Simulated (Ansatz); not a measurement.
# TiO$_{2}$: clamped-ion strain scan

The calculation used Ansatz 0.2.0, DFT PBEsol, scalar-relativistic, plane waves, PAW. Settings: plane waves to 420 eV, k-mesh 6×6×10 (Γ-centred), Gaussian smearing 0.05 eV. No spin polarisation. Energies are free energies at this smearing, counted from the undisturbed cell; pressure is positive in compression.

Reference structure (relaxed at this level):

```xyz
6
Lattice="4.5912 0.0000 0.0000 0.0000 4.5912 0.0000 0.0000 0.0000 2.9390" Properties=species:S:1:pos:R:3 pbc="T T T"
Ti    0.0000    0.0000    0.0000
Ti    2.2956    2.2956    1.4695
O     1.3978    1.3978    0.0000
O     0.8979    3.6934    1.4695
O     3.1935    3.1935    0.0000
O     3.6934    0.8979    1.4695
```

The cell is strained by ε times the Voigt pattern (0, 0, 0, 0, 0, 1) (xx, yy, zz, yz, xz, xy; engineering shear) with fractional coordinates fixed.

```tsv
ε	ΔE (meV/atom)	stress summed along the pattern (GPa, tension positive)	pressure (GPa)	gap on the mesh (eV)
-0.0200	3.0	-4.60	0.1	1.87
-0.0100	0.7	-2.30	0.0	1.87
0.0000	0.0	0.00	0.0	1.87
0.0025	0.0	0.58	0.0	1.87
0.0050	0.2	1.15	0.0	1.87
0.0075	0.4	1.72	0.0	1.87
0.0125	1.1	2.87	0.0	1.87
0.0150	1.7	3.45	0.1	1.87
0.0175	2.3	4.03	0.1	1.87
```

By symmetry 0.0200 repeats -0.0200, -0.0150 repeats 0.0150, 0.0100 repeats -0.0100, -0.0050 repeats 0.0050 in energy, with the opposite slope along the path.

Cost: 9 runs of about 0.94 core-minutes in all, on Intel Xeon Platinum 8488C (Sapphire Rapids) (shared hosts).